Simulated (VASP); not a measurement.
# Mg2Sn (Fm-3m) in VASP: a series of runs, part 2 of 2

VASP 6.6.1. The steps go on from the part before.

## Step 3: Relaxation of cell and atoms, AM05

This run uses another cell than the first one, of 25.68 Å³/atom, 1.007 times its volume.

INCAR reads:

```
PREC     = Accurate       # precision mode
ENCUT    = 600            # plane-wave cutoff, eV
EDIFF    = 1E-7           # SCF threshold, eV
ISMEAR   = 1              # smearing method
SIGMA    = 0.1            # smearing width, eV
LREAL    = F              # projectors in reciprocal space
LASPH    = T              # aspherical terms in the spheres
NELM     = 80             # most SCF steps
ALGO     = Normal         # electronic algorithm
ISIF     = 3              # what is computed and relaxed
LWAVE    = F              # write WAVECAR
LCHARG   = F              # write CHGCAR
GGA      = AM             # functional
IBRION   = 2              # ionic algorithm
NSW      = 90             # ionic steps
EDIFFG   = -0.005         # ionic threshold
```

KPOINTS reads:

```
Automatic mesh
0
Gamma
  10 10 10
```

POSCAR reads:

```
Mg2Sn                                   
1.0
   -0.0000000000      3.3771648595      3.3771648595
    3.3771648595      0.0000000000      3.3771648595
    3.3771648595      3.3771648595     -0.0000000000
  Mg              Sn            
     2     1
Direct
     0.2500000000000000    0.2500000000000000    0.2500000000000000
     0.7500000000000000    0.7500000000000000    0.7500000000000000
     1.0000000000000000    0.0000000000000000    1.0000000000000000
```

Potentials or basis: VASP PAW PBE potentials, release 64 (Mg, Sn_d).

Launch:

```sh
$ cat potpaw_PBE.64/Mg/POTCAR potpaw_PBE.64/Sn_d/POTCAR > POTCAR
$ mpirun -np 1 vasp_std > vasp.out
```

OUTCAR:

```text
PREC = Accurate
   ENCUT = 600
   EDIFF = 1E-7
   ISMEAR = 1
   LREAL = F
   LASPH = T
   NELM = 80
   ISIF = 3
   GGA = AM
   IBRION = 2
   NSW = 90
   EDIFFG = -0.005

 ion  position               nearest neighbor table
   1  0.250  0.250  0.250-   3 2.92   3 2.92   3 2.92   3 2.92   2 3.38   2 3.38   2 3.38   2 3.38
                             2 3.38   2 3.38
   2  0.750  0.750  0.750-   3 2.92   3 2.92   3 2.92   3 2.92   1 3.38   1 3.38   1 3.38   1 3.38
                             1 3.38   1 3.38
   3  0.000  0.000  0.000-   2 2.92   2 2.92   2 2.92   1 2.92   1 2.92   1 2.92   2 2.92   1 2.92

  LATTYP: Found a face centered cubic cell.
 ALAT       =     6.7543297190

  Lattice vectors:

 A1 = (   0.0000000000,   3.3771648595,   3.3771648595)
 A2 = (   3.3771648595,   0.0000000000,   3.3771648595)
 A3 = (   3.3771648595,   3.3771648595,   0.0000000000)

Analysis of symmetry for initial positions (statically):
=====================================================================
 Subroutine PRICEL returns:
 Original cell was already a primitive cell.

 Routine SETGRP: Setting up the symmetry group for a
 face centered cubic supercell.

 Subroutine GETGRP returns: Found 48 space group operations
 (whereof 48 operations were pure point group operations)
 out of a pool of 48 trial point group operations.

The static configuration has the point symmetry O_h .

Analysis of symmetry for dynamics (positions and initial velocities):
=====================================================================
 Subroutine PRICEL returns:
 Original cell was already a primitive cell.

 Routine SETGRP: Setting up the symmetry group for a
 face centered cubic supercell.

 Subroutine GETGRP returns: Found 48 space group operations
 (whereof 48 operations were pure point group operations)
 out of a pool of 48 trial point group operations.
[... 181 lines left out ...]
    total drift:                               -0.000000      0.000000     -0.000000

  FREE ENERGIE OF THE ION-ELECTRON SYSTEM (eV)
  ---------------------------------------------------
  free  energy   TOTEN  =        -7.7431609996 eV

  energy  without entropy=       -7.7433659112  energy(sigma->0) =       -7.74322930

--------------------------------------- Ionic step        2  -------------------------------------------

 number of electron      18.0000002 magnetization

 Free energy of the ion-electron system (eV)
  ---------------------------------------------------
  ext. energy  EPLUGINS =         0.00000000
  ---------------------------------------------------
  free energy    TOTEN  =        -7.74318257 eV

  energy without entropy =       -7.74340001  energy(sigma->0) =       -7.74325505

 E-fermi :   4.2349     XC(G=0):  -8.8281

 val. band max:        4.1845824408   @ k =  -0.1000   0.1000   0.0000
 cond. band min:       4.2681661994   @ k =   0.4000   0.4000   0.0000
 fundamental gap:      0.0835837586
 Fermi energy:         4.2349302334

 k-point     1 :       0.0000    0.0000    0.0000
  band No.  band energies     occupation
      1     -16.6718      2.00000
      2     -16.6718      2.00000
      3     -16.6718      2.00000
      4     -16.6334      2.00000
      5     -16.6334      2.00000
      6      -4.8757      2.00000
      7       4.2690      0.45930
      8       4.2690      0.45929
      9       4.2690      0.45929
     10       5.6629     -0.00000
     11       6.4088      0.00000
     12       6.4088      0.00000
     13       6.4088      0.00000
[... 354 lines left out ...]
  band No.  band energies     occupation
      1     -16.6740      2.00000
      2     -16.6665      2.00000
      3     -16.6664      2.00000
      4     -16.6349      2.00000
      5     -16.6309      2.00000
      6      -3.6435      2.00000
      7       0.5093      2.00000
      8       2.0760      2.00000
      9       2.4608      2.00000
     10       4.6707     -0.00000
     11       5.2809     -0.00000
     12       9.2784      0.00000
     13       9.4016      0.00000

 [... further k-points ...]
[... 5 lines left out ...]
  --------------------------------------------------------------------------------------
  -------------------------------------------------------------------------------------
  Total        0.0050860      0.0050860      0.0050860     -0.0000000     -0.0000000     -0.0000000
  in kB        0.1059581      0.1059581      0.1059581     -0.0000000     -0.0000000     -0.0000000
  external PRESSURE =       0.1059581 kB  Pullay stress =       0.0000000 kB

 VOLUME and BASIS-vectors are now :
 -----------------------------------------------------------------------------
  energy-cutoff  :      600.00
  volume of cell :       76.90
      direct lattice vectors                 reciprocal lattice vectors
     0.000000000  3.375262855  3.375262855    -0.148136611  0.148136611  0.148136611
     3.375262855  0.000000000  3.375262855     0.148136611 -0.148136611  0.148136611
     3.375262855  3.375262855  0.000000000     0.148136611  0.148136611 -0.148136611

 POSITION                                       TOTAL-FORCE (eV/Angst)
 -----------------------------------------------------------------------------------
      1.68763      1.68763      1.68763        -0.000000      0.000000     -0.000000
      5.06289      5.06289      5.06289        -0.000000     -0.000000      0.000000
      3.37526      3.37526      6.75053         0.000000     -0.000000     -0.000000
 -----------------------------------------------------------------------------------
    total drift:                               -0.000000     -0.000000     -0.000000

  FREE ENERGIE OF THE ION-ELECTRON SYSTEM (eV)
  ---------------------------------------------------
  free  energy   TOTEN  =        -7.7431825694 eV

  energy  without entropy=       -7.7434000146  energy(sigma->0) =       -7.74325505

 reached required accuracy - stopping structural energy minimisation
```

CONTCAR:

```text
Mg2Sn
   1.00000000000000
     0.0000000000000000    3.3752628552749533    3.3752628552749533
     3.3752628552749533    0.0000000000000000    3.3752628552749533
     3.3752628552749533    3.3752628552749533    0.0000000000000000
  Mg              Sn
     2     1
Direct
     0.2500000000000000    0.2500000000000000    0.2500000000000000
     0.7500000000000000    0.7500000000000000    0.7500000000000000
     1.0000000000000000    1.0000000000000000    0.0000000000000000

  0.00000000E+00  0.00000000E+00  0.00000000E+00
  0.00000000E+00  0.00000000E+00  0.00000000E+00
  0.00000000E+00  0.00000000E+00  0.00000000E+00
```

Run time: 46 s. Hardware: 1 thread of Intel Xeon 6975P-C (Granite Rapids), shared host; peak memory 0.28 GiB.

What came out:

```
Free energy                            : -7.7432 eV
Relaxed volume                         : 25.63 Å³/atom
Relaxed cell                           : a = 4.773 Å, b = 4.773 Å, c = 4.773 Å, α = 60.00°, β = 60.00°, γ = 60.00°
Space group after relaxing (to 0.05 Å) : Fm-3m (No. 225)
Energy gained by relaxing              : 0.0 meV/atom
Ionic steps                            : 2
Pressure after relaxing                : 0.0 GPa
Band gap on the k mesh                 : none (metal or under the smearing width)
```

Final structure:
```cif
data_structure
_symmetry_space_group_name_H-M 'P 1'
_symmetry_Int_Tables_number 1
_cell_length_a 4.7733
_cell_length_b 4.7733
_cell_length_c 4.7733
_cell_angle_alpha 60.000
_cell_angle_beta 60.000
_cell_angle_gamma 60.000
_cell_volume 76.90
loop_
_atom_site_label
_atom_site_type_symbol
_atom_site_fract_x
_atom_site_fract_y
_atom_site_fract_z
_atom_site_occupancy
Mg1 Mg 0.25000 0.25000 0.25000 1
Mg2 Mg 0.75000 0.75000 0.75000 1
Sn1 Sn 0.00000 0.00000 0.00000 1
```

Levels at points of the mesh, in eV from the Fermi level:
```
           k point  band 5  band 6  band 7  band 8  band 9  band 10  band 11  band 12  band 13
(0.00, 0.00, 0.00)  -20.87   -9.11    0.03    0.03    0.03     1.43     2.17     2.17     2.17
(0.50, 0.00, 0.00)  -20.87   -7.84   -4.80   -0.80   -0.80     0.72     2.23     2.23     3.98
(0.50, 0.50, 0.00)  -20.87   -7.34   -4.57   -2.09   -2.09    -0.09     0.14     7.24     7.24
```

Caveat: the PAW data sets were made with another functional, which shifts forces and pressure a little; this crystal is a semiconductor, whose small gap the functional closes, so the metal is an error of the method.

## Step 4: Relaxation of cell and atoms, PBEsol

INCAR reads:

```
PREC = Accurate
ENCUT = 600
EDIFF = 1E-6
ISMEAR = 1
SIGMA = 0.1
LREAL = False
LASPH = True
NELM = 80
ALGO = Normal
ISIF = 3
LWAVE = False
LCHARG = False
GGA = PS
IBRION = 2
NSW = 90
EDIFFG = -0.01
```

KPOINTS is that of step 3.

POSCAR reads:

```
Mg2Sn
1.0
    0.0000000000      3.3695000000      3.3695000000
    3.3695000000      0.0000000000      3.3695000000
    3.3695000000      3.3695000000      0.0000000000
Mg Sn
2 1
Direct
    0.2500000000      0.2500000000      0.2500000000
    0.7500000000      0.7500000000      0.7500000000
    0.0000000000      0.0000000000      0.0000000000
```

Launch:

```sh
$ cat potpaw_PBE.64/Mg/POTCAR potpaw_PBE.64/Sn_d/POTCAR > POTCAR
$ mpirun -np 1 vasp_std > vasp.out
```

Run time: 43 s. Hardware: 1 thread of Intel Xeon Platinum 8559C (Emerald Rapids), shared host; peak memory 0.27 GiB.

It converged, with:

```yaml
Free_energy: -8.3332 eV
Relaxed_volume: 25.55 Å³/atom
Relaxed_cell: a = 4.768 Å, b = 4.768 Å, c = 4.768 Å, α = 60.00°, β = 60.00°, γ = 60.00°
Space_group_after_relaxing_to_0.05_Å: Fm-3m (No. 225)
Energy_gained_by_relaxing: 0.0 meV/atom
Ionic_steps: 2
Pressure_after_relaxing: 0.0 GPa
Band_gap_on_the_k_mesh: none (metal or under the smearing width)
```

Final structure:
```
CELL_PARAMETERS angstrom
0.00000 3.37157 3.37157
3.37157 0.00000 3.37157
3.37157 3.37157 0.00000
ATOMIC_POSITIONS crystal
Mg 0.25000 0.25000 0.25000
Mg 0.75000 0.75000 0.75000
Sn 0.00000 0.00000 0.00000
```

Levels at points of the mesh, in eV from the Fermi level:
```csv
k point,band 6,band 7,band 8,band 9,band 10,band 11,band 12,band 13
"(0.00, 0.00, 0.00)",-9.13,0.03,0.03,0.03,1.43,2.21,2.21,2.21
"(0.50, 0.00, 0.00)",-7.85,-4.81,-0.80,-0.80,0.73,2.25,2.25,3.94
"(0.50, 0.50, 0.00)",-7.34,-4.58,-2.09,-2.09,-0.09,0.13,7.26,7.26
```

Caveat: the PAW data sets were made with another functional, which shifts forces and pressure a little; this crystal is a semiconductor, whose small gap the functional closes, so the metal is an error of the method.

## Step 5: Relaxation of cell and atoms, PBEsol

INCAR, as its differences from that of step 4:

```diff
@@ -2,3 +2,3 @@
 ENCUT = 600
-EDIFF = 1E-6
+EDIFF = 1E-7
 ISMEAR = 1
@@ -15,2 +15,2 @@
 NSW = 90
-EDIFFG = -0.01
+EDIFFG = -0.005
```

KPOINTS is that of step 4.

POSCAR reads:

```
Mg2Sn                                   
1.0
   -0.0000000000      3.3715653658      3.3715653658
    3.3715653658     -0.0000000000      3.3715653658
    3.3715653658      3.3715653658      0.0000000000
  Mg              Sn            
     2     1
Direct
     0.2500000000000000    0.2500000000000000    0.2500000000000000
     0.7500000000000000    0.7500000000000000    0.7500000000000000
     1.0000000000000000    0.0000000000000000    1.0000000000000000
```

Launch:

```sh
$ cat potpaw_PBE.64/Mg/POTCAR potpaw_PBE.64/Sn_d/POTCAR > POTCAR
$ mpirun -np 1 vasp_std > vasp.out
```

Run time: 43 s. Hardware: 1 thread of Intel Xeon Platinum 8559C (Emerald Rapids), shared host; peak memory 0.28 GiB.

The run converged. Its results:

- Free energy: -8.3333 eV
- Relaxed volume: 25.53 Å³/atom
- Relaxed cell: a = 4.767 Å, b = 4.767 Å, c = 4.767 Å, α = 60.00°, β = 60.00°, γ = 60.00°
- Space group after relaxing (to 0.05 Å): Fm-3m (No. 225)
- Energy gained by relaxing: 0.0 meV/atom
- Ionic steps: 2
- Pressure after relaxing: 0.0 GPa
- Band gap on the k mesh: none (metal or under the smearing width)

Final structure:
```
CELL_PARAMETERS angstrom
0.00000 3.37045 3.37045
3.37045 0.00000 3.37045
3.37045 3.37045 0.00000
ATOMIC_POSITIONS crystal
Mg 0.25000 0.25000 0.25000
Mg 0.75000 0.75000 0.75000
Sn 0.00000 0.00000 0.00000
```

Levels at points of the mesh, in eV from the Fermi level:
| k point | band 6 | band 7 | band 8 | band 9 | band 10 | band 11 | band 12 | band 13 |
| --- | --- | --- | --- | --- | --- | --- | --- | --- |
| (0.00, 0.00, 0.00) | -9.13 | 0.03 | 0.03 | 0.03 | 1.44 | 2.21 | 2.21 | 2.21 |
| (0.50, 0.00, 0.00) | -7.86 | -4.81 | -0.80 | -0.80 | 0.73 | 2.25 | 2.25 | 3.94 |
| (0.50, 0.50, 0.00) | -7.35 | -4.58 | -2.09 | -2.09 | -0.08 | 0.13 | 7.26 | 7.26 |

Caveat: the PAW data sets were made with another functional, which shifts forces and pressure a little; this crystal is a semiconductor, whose small gap the functional closes, so the metal is an error of the method.

## Step 6: Relaxation of cell and atoms, PBE

INCAR reads:

```
ALGO     = Normal         # electronic algorithm
EDIFF    = 1E-6           # SCF threshold, eV
EDIFFG   = -0.01          # ionic threshold
ENCUT    = 600            # plane-wave cutoff, eV
GGA      = PE             # functional
IBRION   = 2              # ionic algorithm
ISIF     = 3              # what is computed and relaxed
ISMEAR   = 1              # smearing method
LASPH    = True           # aspherical terms in the spheres
LCHARG   = False          # write CHGCAR
LREAL    = False          # projectors in reciprocal space
LWAVE    = False          # write WAVECAR
NELM     = 80             # most SCF steps
NSW      = 90             # ionic steps
PREC     = Accurate       # precision mode
SIGMA    = 0.1            # smearing width, eV
```

KPOINTS reads:

```
k-points
0
Gamma
  10 10 10
```

POSCAR reads:

```
Mg2Sn
1.0
    0.0000000000      3.3695000000      3.3695000000
    3.3695000000      0.0000000000      3.3695000000
    3.3695000000      3.3695000000      0.0000000000
Mg Sn
2 1
Direct
    0.2500000000      0.2500000000      0.2500000000
    0.7500000000      0.7500000000      0.7500000000
    0.0000000000      0.0000000000      0.0000000000
```

Potentials or basis: VASP PAW PBE potentials, release 64 (Mg, Sn_d).

Launch:

```sh
$ cat potpaw_PBE.64/Mg/POTCAR potpaw_PBE.64/Sn_d/POTCAR > POTCAR
$ mpirun -np 1 vasp_std > vasp.out
```

Wall time 56 s (1 thread of AMD EPYC 9R45 (Zen 5), shared host); peak memory 0.25 GiB.

Results (log left out):

* Free energy: -7.4331 eV
* Relaxed volume: 26.34 Å³/atom
* Relaxed cell: a = 4.817 Å, b = 4.817 Å, c = 4.817 Å, α = 60.00°, β = 60.00°, γ = 60.00°
* Space group after relaxing (to 0.05 Å): Fm-3m (No. 225)
* Energy gained by relaxing: 3.3 meV/atom
* Ionic steps: 2
* Pressure after relaxing: 0.0 GPa
* Band gap on the k mesh: none (metal or under the smearing width)

The path:
```
step  energy change (eV)  largest force (eV/Å)  pressure (GPa)  volume (Å³)
   1              0.0000                0.0000            1.41        76.51
   2             -0.0100                0.0000           -0.03        79.02
```

Final structure:
```
CELL_PARAMETERS angstrom
0.00000 3.40593 3.40593
3.40593 0.00000 3.40593
3.40593 3.40593 0.00000
ATOMIC_POSITIONS crystal
Mg 0.25000 0.25000 0.25000
Mg 0.75000 0.75000 0.75000
Sn 0.00000 0.00000 0.00000
```

Levels at points of the mesh, in eV from the Fermi level:
| k point | band 5 | band 6 | band 7 | band 8 | band 9 | band 10 | band 11 | band 12 | band 13 |
| --- | --- | --- | --- | --- | --- | --- | --- | --- | --- |
| (0.00, 0.00, 0.00) | -20.87 | -8.95 | 0.06 | 0.06 | 0.06 | 1.34 | 2.17 | 2.17 | 2.17 |
| (0.50, 0.00, 0.00) | -20.87 | -7.73 | -4.69 | -0.77 | -0.77 | 0.63 | 2.25 | 2.25 | 3.96 |
| (0.50, 0.50, 0.00) | -20.87 | -7.23 | -4.48 | -2.02 | -2.02 | -0.14 | 0.24 | 7.17 | 7.17 |

Caveat: this crystal is a semiconductor, whose small gap the functional closes, so the metal is an error of the method. Zero-point motion and thermal expansion aren't in these numbers.

## Step 7: Overview

```tsv
level	gap on the mesh (eV)	pressure (GPa)	relaxed volume (Å³/atom)
AM05	none	0.0	25.63
PBEsol	none	0.0	25.53
PBE	none	0.0	26.34
```

Alike in all rows: task relaxation of cell and atoms; potentials or basis VASP PAW PBE potentials, release 64 (Mg, Sn_d); no spin polarisation; cell relaxed; k mesh 10 × 10 × 10; cutoff (eV) 600; smearing methfessel-paxton 0.1 eV.

Caveats: this crystal is a semiconductor, whose small gap the functional closes, so the metal is an error of the method; the PAW data sets were made with another functional, which shifts forces and pressure a little (some runs).

Absolute energies hang on the potentials; compare differences alone.
